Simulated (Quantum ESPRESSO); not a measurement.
# Si2Mo (I4/mmm) in Quantum ESPRESSO: equation of state

Aim: energy against volume of Si2Mo in PBEsol, for its equilibrium volume and stiffness.

Program: Quantum ESPRESSO 7.5. These are calculated values, not measurements. Logs are shortened: lines on timing, memory, paths and dates and some standing lists are left out, and cuts for length are marked.

## (1) Starting point

Symmetry: I4/mmm, No. 139, tetragonal system. The conventional cell has a = 3.200 Å, b = 3.200 Å, c = 7.861 Å, α = 90.00°, β = 90.00°, γ = 90.00°. Mo (site symmetry 4/mmm) is surrounded by 10 Si at 2.62 Å. Si (site symmetry 4mm) is surrounded by 5 Si at 2.61 to 2.63 Å and 5 Mo at 2.62 Å.

## (2) Single point, PBEsol, 12.61 Å³/atom

Input file pw.in:

```
&CONTROL
  calculation = 'scf'
  prefix = 'pwscf'
  outdir = './tmp'
  pseudo_dir = './pseudo'
  tstress = .true.
  disk_io = 'nowf'
/
&SYSTEM
  ibrav = 0
  nat = 3
  ntyp = 2
  ecutwfc = 45
  ecutrho = 360
  nbnd = 18
  occupations = 'smearing'
  smearing = 'fd'
  degauss = 0.00367493
/
&ELECTRONS
  conv_thr = 6d-10
  electron_maxstep = 120
  mixing_beta = 0.5
/
ATOMIC_SPECIES
Mo    95.9500 mo_pbesol_v1.uspp.F.UPF
Si    28.0850 si_pbesol_v1.uspp.F.UPF
CELL_PARAMETERS angstrom
  -1.5673377739    1.5673377739    3.8502632003
   1.5673377739   -1.5673377739    3.8502632003
   1.5673377739    1.5673377739   -3.8502632003
ATOMIC_POSITIONS crystal
Mo     0.0000000000    0.0000000000    0.0000000000
Si     0.6670000000    0.6670000000    0.0000000000
Si     0.3330000000    0.3330000000    0.0000000000
K_POINTS automatic
12 12 12 0 0 0
```

Potentials or basis: GBRV 1.5 PBEsol.

Command:

```sh
> OMP_NUM_THREADS=1 mpirun -n 2 pw.x -nk 2 -in pw.in > pw.out
```

pw.out:

```text
This program is part of the open-source Quantum ESPRESSO suite
     for quantum simulation of materials; please cite
         "P. Giannozzi et al., J. Phys.:Condens. Matter 21 395502 (2009);
         "P. Giannozzi et al., J. Phys.:Condens. Matter 29 465901 (2017);
         "P. Giannozzi et al., J. Chem. Phys. 152 154105 (2020);
     in publications or presentations arising from this work. More details at

     Message from routine setup:
     using ibrav=0 with symmetry is DISCOURAGED, use correct ibrav instead

     K-points division:     npool     =       2
     Subspace diagonalization in iterative solution of the eigenvalue problem:
     a serial algorithm will be used

     G-vector sticks info
     --------------------
     sticks:   dense  smooth     PW     G-vecs:    dense   smooth      PW
     Sum        1747     859    321                29443    10383    2411

     Using Slab Decomposition

     bravais-lattice index     =            0
     lattice parameter (alat)  =       8.3955  a.u.
     unit-cell volume          =     255.3126 (a.u.)^3
     number of atoms/cell      =            3
     number of atomic types    =            2
     number of electrons       =        22.00
     number of Kohn-Sham states=           18
     kinetic-energy cutoff     =      45.0000  Ry
     charge density cutoff     =     360.0000  Ry
     scf convergence threshold =      6.0E-10
     mixing beta               =       0.5000
     number of iterations used =            8  plain     mixing
     Exchange-correlation= SLA  PW   PSX  PSC
                           (   1   4  10   8   0   0   0)

     celldm(1)=   8.395495  celldm(2)=   0.000000  celldm(3)=   0.000000
     celldm(4)=   0.000000  celldm(5)=   0.000000  celldm(6)=   0.000000

     crystal axes: (cart. coord. in units of alat)
               a(1) = (  -0.352789   0.352789   0.866649 )
               a(2) = (   0.352789  -0.352789   0.866649 )
               a(3) = (   0.352789   0.352789  -0.866649 )

     reciprocal axes: (cart. coord. in units 2 pi/alat)
               b(1) = (  0.000000  1.417277  0.576935 )
               b(2) = (  1.417277  0.000000  0.576935 )
               b(3) = (  1.417277  1.417277  0.000000 )

     PseudoPot. # 1 for Mo read from file:
     mo_pbesol_v1.uspp.F.UPF
     Pseudo is Ultrasoft + core correction, Zval = 14.0
     Generated by new atomic code, or converted to UPF format
     Using radial grid of  889 points,  6 beta functions with:
                l(1) =   0
                l(2) =   0
                l(3) =   1
                l(4) =   1
                l(5) =   2
                l(6) =   2
     Q(r) pseudized with  6 coefficients,  rinner =    1.000   1.000   1.000
                                                       1.000   1.000

     PseudoPot. # 2 for Si read from file:
     si_pbesol_v1.uspp.F.UPF
     Pseudo is Ultrasoft + core correction, Zval =  4.0
     Generated by new atomic code, or converted to UPF format
     Using radial grid of  899 points,  6 beta functions with:
                l(1) =   0
                l(2) =   0
                l(3) =   1
                l(4) =   1
                l(5) =   2
                l(6) =   2
     Q(r) pseudized with  8 coefficients,  rinner =    0.900   0.900   0.900
                                                       0.900   0.900

     atomic species   valence    mass     pseudopotential
     Mo               14.00    95.95000     Mo( 1.00)
     Si                4.00    28.08500     Si( 1.00)

     16 Sym. Ops., with inversion, found

   Cartesian axes

     site n.     atom                  positions (alat units)
         1        Mo     tau(   1) = (   0.0000000   0.0000000   0.0000000  )
         2        Si     tau(   2) = (   0.0000000   0.0000000   1.1561091  )
         3        Si     tau(   3) = (  -0.0000000  -0.0000000   0.5771879  )

     number of k points=   163  Fermi-Dirac smearing, width (Ry)=  0.0037

     Number of k-points >= 100: set verbosity='high' to print them.

     Dense  grid:    29443 G-vectors     FFT dimensions: (  54,  54,  54)

     Smooth grid:    10383 G-vectors     FFT dimensions: (  36,  36,  36)

     Initial potential from superposition of free atoms

     starting charge      21.9977, renormalised to      22.0000
     Starting wfcs are   21 randomized atomic wfcs

     Self-consistent Calculation

     iteration #  1     ecut=    45.00 Ry     beta= 0.50
     Davidson diagonalization with overlap
     ethr =  1.00E-02,  avg # of iterations =  4.6

     Threshold (ethr) on eigenvalues was too large:
     Diagonalizing with lowered threshold

     Davidson diagonalization with overlap
     ethr =  2.93E-04,  avg # of iterations =  2.2

     total energy              =    -158.57690328 Ry
     estimated scf accuracy    <       0.06235460 Ry

     iteration #  2     ecut=    45.00 Ry     beta= 0.50
     Davidson diagonalization with overlap
     ethr =  2.83E-04,  avg # of iterations =  2.2

     total energy              =    -158.58088134 Ry
     estimated scf accuracy    <       0.03207061 Ry

     iteration #  3     ecut=    45.00 Ry     beta= 0.50
     Davidson diagonalization with overlap
     ethr =  1.46E-04,  avg # of iterations =  1.9

     total energy              =    -158.58704741 Ry
     estimated scf accuracy    <       0.00507066 Ry

     iteration #  4     ecut=    45.00 Ry     beta= 0.50
     Davidson diagonalization with overlap
     ethr =  2.30E-05,  avg # of iterations =  2.1

     total energy              =    -158.58770376 Ry
     estimated scf accuracy    <       0.00008980 Ry

     iteration #  5     ecut=    45.00 Ry     beta= 0.50
     Davidson diagonalization with overlap
     ethr =  4.08E-07,  avg # of iterations =  5.1

     total energy              =    -158.58775375 Ry
     estimated scf accuracy    <       0.00001069 Ry

     iteration #  6     ecut=    45.00 Ry     beta= 0.50
     Davidson diagonalization with overlap
     ethr =  4.86E-08,  avg # of iterations =  1.7

     total energy              =    -158.58775518 Ry
     estimated scf accuracy    <       0.00000018 Ry

     iteration #  7     ecut=    45.00 Ry     beta= 0.50
     Davidson diagonalization with overlap
     ethr =  8.39E-10,  avg # of iterations =  3.5

     total energy              =    -158.58775534 Ry
     estimated scf accuracy    <       0.00000002 Ry

     iteration #  8     ecut=    45.00 Ry     beta= 0.50
     Davidson diagonalization with overlap
     ethr =  1.00E-10,  avg # of iterations =  2.0

     End of self-consistent calculation

     Number of k-points >= 100: set verbosity='high' to print the bands.

     the Fermi energy is    17.1592 ev

!    total energy              =    -158.58775534 Ry
     estimated scf accuracy    <          7.4E-11 Ry
     smearing contrib. (-TS)   =      -0.00015283 Ry
     internal energy E=F+TS    =    -158.58760251 Ry

     The total energy is F=E-TS. E is the sum of the following terms:
     one-electron contribution =     -31.22848193 Ry
     hartree contribution      =      29.07938136 Ry
     xc contribution           =     -28.32259687 Ry
     ewald contribution        =    -128.11590508 Ry

     convergence has been achieved in   8 iterations

     Computing stress (Cartesian axis) and pressure

          total   stress  (Ry/bohr**3)                   (kbar)     P=      118.37
   0.00078816   0.00000000   0.00000000          115.94        0.00        0.00
   0.00000000   0.00078816   0.00000000            0.00      115.94        0.00
   0.00000000   0.00000000   0.00083777            0.00        0.00      123.24

=------------------------------------------------------------------------------=
   JOB DONE.
=------------------------------------------------------------------------------=
```

Wall time 42 s (2 MPI ranks of Arm Neoverse V2, shared host); peak memory 0.26 GiB.

Results:

* Free energy: -2157.6963 eV
* Pressure: 11.8 GPa
* Band gap on the k mesh: none (metal or under the smearing width)

## (3) Single point, PBEsol, 12.88 Å³/atom

pw.in: that of step 2 with these lines changed.

```diff
@@ -28,5 +28,5 @@
 CELL_PARAMETERS angstrom
-  -1.5673377739    1.5673377739    3.8502632003
-   1.5673377739   -1.5673377739    3.8502632003
-   1.5673377739    1.5673377739   -3.8502632003
+  -1.5783757276    1.5783757276    3.8773786233
+   1.5783757276   -1.5783757276    3.8773786233
+   1.5783757276    1.5783757276   -3.8773786233
 ATOMIC_POSITIONS crystal
```

Potentials or basis: GBRV 1.5 PBEsol.

Command:

```sh
> OMP_NUM_THREADS=1 mpirun -n 2 pw.x -nk 2 -in pw.in > pw.out
```

It took 50 s on 2 MPI ranks of Arm Neoverse V2, shared host; peak memory 0.26 GiB.

Results (log left out):

```
Free energy            : -2157.7427 eV
Pressure               : 6.3 GPa
Band gap on the k mesh : none (metal or under the smearing width)
```

## (4) Single point, PBEsol, 13.15 Å³/atom

pw.in: that of step 3 with these lines changed.

```diff
@@ -28,5 +28,5 @@
 CELL_PARAMETERS angstrom
-  -1.5783757276    1.5783757276    3.8773786233
-   1.5783757276   -1.5783757276    3.8773786233
-   1.5783757276    1.5783757276   -3.8773786233
+  -1.5892614214    1.5892614214    3.9041200105
+   1.5892614214   -1.5892614214    3.9041200105
+   1.5892614214    1.5892614214   -3.9041200105
 ATOMIC_POSITIONS crystal
```

Command:

```sh
> OMP_NUM_THREADS=1 mpirun -n 2 pw.x -nk 2 -in pw.in > pw.out
```

Wall time 50 s (2 MPI ranks of Arm Neoverse V2, shared host); peak memory 0.28 GiB.

It converged, with:

```yaml
Free_energy: -2157.7628 eV
Pressure: 1.4 GPa
Band_gap_on_the_k_mesh: none (metal or under the smearing width)
```

## (5) Single point, PBEsol, 13.42 Å³/atom

pw.in: that of step 4 with these lines changed.

```diff
@@ -28,5 +28,5 @@
 CELL_PARAMETERS angstrom
-  -1.5892614214    1.5892614214    3.9041200105
-   1.5892614214   -1.5892614214    3.9041200105
-   1.5892614214    1.5892614214   -3.9041200105
+  -1.6000000000    1.6000000000    3.9305000000
+   1.6000000000   -1.6000000000    3.9305000000
+   1.6000000000    1.6000000000   -3.9305000000
 ATOMIC_POSITIONS crystal
```

Command:

```sh
> OMP_NUM_THREADS=1 mpirun -n 2 pw.x -nk 2 -in pw.in > pw.out
```

Wall time 51 s (2 MPI ranks of Arm Neoverse V2, shared host); peak memory 0.28 GiB.

Results (log left out):

```
Free energy            : -2157.7593 eV
Pressure               : -3.1 GPa
Band gap on the k mesh : none (metal or under the smearing width)
```

## (6) Single point, PBEsol, 13.68 Å³/atom

pw.in: that of step 5 with these lines changed.

```diff
@@ -28,5 +28,5 @@
 CELL_PARAMETERS angstrom
-  -1.6000000000    1.6000000000    3.9305000000
-   1.6000000000   -1.6000000000    3.9305000000
-   1.6000000000    1.6000000000   -3.9305000000
+  -1.6105963353    1.6105963353    3.9565305599
+   1.6105963353   -1.6105963353    3.9565305599
+   1.6105963353    1.6105963353   -3.9565305599
 ATOMIC_POSITIONS crystal
```

Potentials or basis: GBRV 1.5 PBEsol.

Command:

```sh
> OMP_NUM_THREADS=1 mpirun -n 2 pw.x -nk 2 -in pw.in > pw.out
```

Run time: 52 s. Hardware: 2 MPI ranks of Arm Neoverse V2, shared host; peak memory 0.28 GiB.

The run converged. Its results:

- Free energy: -2157.7347 eV
- Pressure: -7.1 GPa
- Band gap on the k mesh: none (metal or under the smearing width)

## (7) Single point, PBEsol, 13.95 Å³/atom

pw.in: that of step 6 with these lines changed.

```diff
@@ -28,5 +28,5 @@
 CELL_PARAMETERS angstrom
-  -1.6105963353    1.6105963353    3.9565305599
-   1.6105963353   -1.6105963353    3.9565305599
-   1.6105963353    1.6105963353   -3.9565305599
+  -1.6210550461    1.6210550461    3.9822230367
+   1.6210550461   -1.6210550461    3.9822230367
+   1.6210550461    1.6210550461   -3.9822230367
 ATOMIC_POSITIONS crystal
```

Command:

```sh
> OMP_NUM_THREADS=1 mpirun -n 2 pw.x -nk 2 -in pw.in > pw.out
```

Wall time 52 s (2 MPI ranks of Arm Neoverse V2, shared host); peak memory 0.28 GiB.

Results (log left out):

* Free energy: -2157.6911 eV
* Pressure: -10.6 GPa
* Band gap on the k mesh: none (metal or under the smearing width)

## (8) Single point, PBEsol, 14.22 Å³/atom

pw.in: that of step 7 with these lines changed.

```diff
@@ -28,5 +28,5 @@
 CELL_PARAMETERS angstrom
-  -1.6210550461    1.6210550461    3.9822230367
-   1.6210550461   -1.6210550461    3.9822230367
-   1.6210550461    1.6210550461   -3.9822230367
+  -1.6313805159    1.6313805159    4.0075881985
+   1.6313805159   -1.6313805159    4.0075881985
+   1.6313805159    1.6313805159   -4.0075881985
 ATOMIC_POSITIONS crystal
```

Command:

```sh
> OMP_NUM_THREADS=1 mpirun -n 2 pw.x -nk 2 -in pw.in > pw.out
```

Wall time 57 s (2 MPI ranks of Arm Neoverse V2, shared host); peak memory 0.3 GiB.

It converged, with:

* Free energy: -2157.6306 eV
* Pressure: -13.8 GPa
* Band gap on the k mesh: none (metal or under the smearing width)

## (9) Equation of state, PBEsol

Potentials or basis: GBRV 1.5 PBEsol.

No new run: the results of the series are fitted here.

Results:

| Property | Result |
| --- | --- |
| Equilibrium volume | 13.24 Å³/atom |
| Bulk modulus at fixed shape and positions | 223 GPa |
| Pressure derivative of the bulk modulus | 4.4 |

Energy against volume, from the lowest point:
```tsv
volume (Å³/atom)	energy (meV/atom)
12.611	22.16
12.879	6.69
13.148	0.00
13.416	1.16
13.684	9.37
13.953	23.90
14.221	44.07
```

Caveat: the cell was scaled at fixed shape and fractional positions, which overstates the stiffness of a crystal with free parameters, most of all of layers and chains.
